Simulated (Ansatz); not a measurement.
# Structure search: one AlN candidate

All numbers below come from DFT PBE, scalar-relativistic, plane waves, PAW in Ansatz 0.2.0. Cutoff 420 eV, Gaussian smearing, Γ-centred meshes. Cell and atoms relax first on a coarse mesh and then on a converged one. In between, the cell is made exact in the group found at 0.06 Å. The steps can't lower the symmetry of their start. No spin polarisation.

The cell of AlN is invented: 4-connected net, two elements alternating (P-3, No. 147). Its size is a rough estimate.

```
Al N
1.0
     7.00608    0.00000    0.00000
    -3.50304    6.06744    0.00000
     0.00000    0.00000    2.65362
Al N
6 6
Direct
  0.85027 0.53883 0.78300
  0.31145 0.85027 0.21700
  0.68855 0.14973 0.78300
  0.53883 0.68855 0.21700
  0.14973 0.46117 0.21700
  0.46117 0.31145 0.78300
  0.68855 0.53883 0.21700
  0.14973 0.68855 0.78300
  0.46117 0.14973 0.21700
  0.31145 0.46117 0.78300
  0.53883 0.85027 0.78300
  0.85027 0.31145 0.21700
```

Energies over the elements count from the elements' standard structures at the same level (N₂ as a molecule), with no fitted energy shifts.

**Question.** What does it relax into?

**Answer.** The symmetry goes from P-3 (No. 147) to P6_3/m (No. 176). The volume per atom grows by 26.6 %, from 9.4 to 11.9 Å³. The shortest distance goes from 1.62 Å (Al–N) to 1.84 Å (Al–N). The energy falls by about 0.72 eV/atom (the start's value is from the coarse mesh). Conventional cell: a = 7.611 Å, c = 2.846 Å. Around Al lie 3 N at 1.84–1.89 Å; N is surrounded by 3 Al at 1.84–1.89 Å.

Space group P6_3/m (No. 176). a = 7.611 Å, b = 7.611 Å, c = 2.846 Å, α = 90.00°, β = 90.00°, γ = 120.00°
```json
{"atom": "Al", "site": "6h", "symmetry": "m..", "x": "0.8585", "y": "0.5544", "z": "0.7500"}
{"atom": "N", "site": "6h", "symmetry": "m..", "x": "0.6961", "y": "0.5581", "z": "0.2500"}
```

**Question.** Give its energy and gap.

**Answer.** The formation energy is −0.822 eV/atom. The gap on the 6×6×10 mesh of the 12-atom cell is 2.40 eV.

The last run used Gaussian smearing of 0.02 eV. Kohn–Sham gaps at this level usually fall short of measured ones. Symmetry constrained the relaxation, so the result can be a saddle point. Another cell of AlN relaxed alike, in Fm-3m, lies 0.38 eV/atom lower, so this cell isn't the stable form at this level.
